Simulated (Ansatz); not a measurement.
Here is an Ansatz 0.2.0 calculation.

The input input.yaml:

```yaml
crystal:
  lattice:
    - [5.381, 0.0, 0.0]
    - [0.0, 3.428, 0.0]
    - [0.0, 0.0, 5.811]
  atoms:
    - { symbol: Ge, position: [0.312, 0.75, 0.917] }
    - { symbol: Ge, position: [0.688, 0.25, 0.083] }
    - { symbol: Ge, position: [0.188, 0.25, 0.417] }
    - { symbol: Ge, position: [0.812, 0.75, 0.583] }
    - { symbol: Ni, position: [0.495, 0.75, 0.31], spin: 0.999, spin_axis: [0.577, 0.577, 0.577] }
    - { symbol: Ni, position: [0.505, 0.25, 0.69], spin: 0.999, spin_axis: [0.577, 0.577, 0.577] }
    - { symbol: Ni, position: [0.005, 0.25, 0.81], spin: 0.999, spin_axis: [0.577, 0.577, 0.577] }
    - { symbol: Ni, position: [0.995, 0.75, 0.19], spin: 0.999, spin_axis: [0.577, 0.577, 0.577] }
hamiltonian:
  xc: pbesol
  pseudopotentials: { kind: paw_fr }
magnetization:
  noncollinear: true
  spin_orbit: true
kpoints:
  mp_grid: { grid: [5, 8, 5] }
  band_path:
    path:
      - [[0.0, 0.0, 0.0], [0.0, -0.5, 0.0], [-0.5, -0.5, 0.0], [-0.5, 0.0, 0.0], [0.0, 0.0, 0.0], [0.0, 0.0, -0.5], [0.0, -0.5, -0.5], [-0.5, -0.5, -0.5], [-0.5, 0.0, -0.5], [0.0, 0.0, -0.5]]
      - [[-0.5, 0.0, 0.0], [-0.5, 0.0, -0.5]]
      - [[0.0, -0.5, -0.5], [0.0, -0.5, 0.0]]
      - [[-0.5, -0.5, 0.0], [-0.5, -0.5, -0.5]]
    npoints: 10
scf:
  occupations: { method: fermi_dirac, width: 0.05 }
  n_extra_bands: 20
output:
  forces: true
  stress: true
  eigenvalues: true
  fatbands: false
  write_density: true
  write_potential: true
  elf: true
  volumetric_format: npy
```

Potentials or basis: Ansatz PAW.

Command:

```sh
$ ansatz run input.yaml --threads 4 --pin off --max-ram 11264MiB --backend cpu --events-out ev --progress --plain --runs-dir out
```

Problem. What does it give for the largest force?

Solution. 0.179 eV/Å.

Problem. What does it give for the pressure?

Solution. -3.2 GPa.

Problem. What does it give for the net moment?

Solution. 0.00 μB per cell.

Levels at the corners of the path, in eV from the Fermi level:
| point | band 124 | band 125 | band 126 | band 127 | band 128 | band 129 | band 130 | band 131 | band 132 | band 133 |
| --- | --- | --- | --- | --- | --- | --- | --- | --- | --- | --- |
| Γ | -1.13 | -0.92 | -0.92 | -0.78 | -0.78 | 0.57 | 0.57 | 0.70 | 0.70 | 3.98 |
| X | -1.59 | -1.27 | -1.27 | -1.27 | -1.27 | -0.57 | -0.57 | -0.57 | -0.57 | 1.92 |
| S | -1.44 | -1.41 | -1.41 | -1.41 | -1.41 | 0.27 | 0.27 | 0.27 | 0.27 | 0.28 |
| Y | -1.62 | 0.63 | 0.63 | 0.63 | 0.63 | 1.53 | 1.53 | 1.53 | 1.53 | 3.07 |
| Γ | -1.13 | -0.92 | -0.92 | -0.78 | -0.78 | 0.57 | 0.57 | 0.70 | 0.70 | 3.98 |
| Z | -1.37 | -0.29 | -0.29 | -0.29 | -0.29 | 1.20 | 1.20 | 1.20 | 1.20 | 2.60 |
| U | -1.64 | -1.53 | -1.53 | -1.53 | -1.53 | 0.30 | 0.30 | 0.30 | 0.30 | 0.66 |
| R | -1.58 | -1.57 | -1.57 | -1.57 | -1.57 | 2.37 | 2.37 | 2.37 | 2.37 | 2.39 |
| T | -1.05 | 0.58 | 0.58 | 0.58 | 0.58 | 2.43 | 2.43 | 2.43 | 2.43 | 2.47 |
| Z | -1.37 | -0.29 | -0.29 | -0.29 | -0.29 | 1.20 | 1.20 | 1.20 | 1.20 | 2.60 |
| Y | -1.62 | 0.63 | 0.63 | 0.63 | 0.63 | 1.53 | 1.53 | 1.53 | 1.53 | 3.07 |
| T | -1.05 | 0.58 | 0.58 | 0.58 | 0.58 | 2.43 | 2.43 | 2.43 | 2.43 | 2.47 |
| U | -1.64 | -1.53 | -1.53 | -1.53 | -1.53 | 0.30 | 0.30 | 0.30 | 0.30 | 0.66 |
| X | -1.59 | -1.27 | -1.27 | -1.27 | -1.27 | -0.57 | -0.57 | -0.57 | -0.57 | 1.92 |
| S | -1.44 | -1.41 | -1.41 | -1.41 | -1.41 | 0.27 | 0.27 | 0.27 | 0.27 | 0.28 |
| R | -1.58 | -1.57 | -1.57 | -1.57 | -1.57 | 2.37 | 2.37 | 2.37 | 2.37 | 2.39 |

Caveat: the PAW data sets come from PBE, with cores solved anew for the run's functional, which leaves a small shift of forces and pressure; the starting moments weren't kept; the thresholds are loose for stress.
